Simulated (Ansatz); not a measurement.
**fcc against bcc along group 4**

All numbers below come from DFT, LDA (PW92), plane waves (420 eV) with PAW, scalar-relativistic (Ansatz). The PAW files were generated under PBE, with cores re-solved for the functional.

Each structure is relaxed within its symmetry, in the lowest magnetic state of the tried starts. Differences under about 8 meV lie within the error of the k-point mesh.

| element | E(fcc) − E(bcc) (meV/atom) | V(fcc) (Å³/atom) | V(bcc) (Å³/atom) | state of fcc | state of bcc |
| --- | --- | --- | --- | --- | --- |
| Ti | -38 | 16.06 | 15.91 | spin not included | spin not included |
| Zr | -19 | 21.56 | 21.21 | spin not included | spin not included |
| Hf | ? | ? | ? | ? | ? |

(1) Fill in the row of Hf.

Answers

(1) E(fcc) − E(bcc) (meV/atom): -82; V(fcc) (Å³/atom): 20.73; V(bcc) (Å³/atom): 20.44; state of fcc: spin not included; state of bcc: spin not included.
